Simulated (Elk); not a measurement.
An Elk run on RbCl with settings drawn from a wide range, so not all are converged; totals and levels move with the basis, and no second program has checked them. All numbers below come from DFT, TB-mBJ exchange potential with LDA correlation, all-electron APW+lo, Dirac cores, scalar-relativistic bands in Elk 11.2.3 with local patches. Elk's input is in atomic units.

Command: `OMP_NUM_THREADS=1 elk` The run took about 150 s on 1 thread of a shared machine.

```
tasks
  0
  110
  115
  33
  43
  53

xctype
  100 208 12

rgkmax
  8

gmaxvr
  12

lmaxapw
  8

lmaxo
  8

lmaxi
  3

nrmtscf
  2

nempty
  8

epspot
  1e-05

epsengy
  1e-05

maxscl
  100

swidth
  0.008

stype
  0

lradstp
  4

mixtype
  3

hmaxvr
  6

nxlo
  1

nxoapwlo
  1

tforce
  .true.

autolinengy
  .true.

sppath
  './'

avec
  0.00000000000 6.34773508844 6.34773508844
  6.34773508844 0.00000000000 6.34773508844
  6.34773508844 6.34773508844 0.00000000000

atoms
  2
  'Rb.in'
  1
  0.000000000000 0.000000000000 0.000000000000   0.000 0.000 0.000
  'Cl.in'
  1
  0.500000000000 0.500000000000 0.500000000000   0.000 0.000 0.000

ngridk
  6 6 6

plot3d
  0 0 0
  1 0 0
  0 1 0
  0 0 1
  24 24 24
```

Muffin-tin radii in the species files: Rb 2.47, Cl 2.09 bohr.

The geometry is COD entry 8103714, unchecked; take it as a test cell. It differs from other determinations. The listed cell was then made from it by scaling, straining or moving an atom.

Problem. What does the run give?

Solution. It settled in energy, though the test on the potential was never met; total energy -3313.5716 Ha, charge error 0.0002 e; sphere charges Rb1 35.30, Cl2 15.55 e; 100 SCF iterations. The warnings or the charge error make these numbers unreliable.
```
Warning(readinput): nxoapwlo beside nxlo (a quality's, too) :  1 1
 they can be nearly the same functions, and loops lose the density: leave one out then
Warning(gndstate): failed to reach self-consistency after 100 loops
```
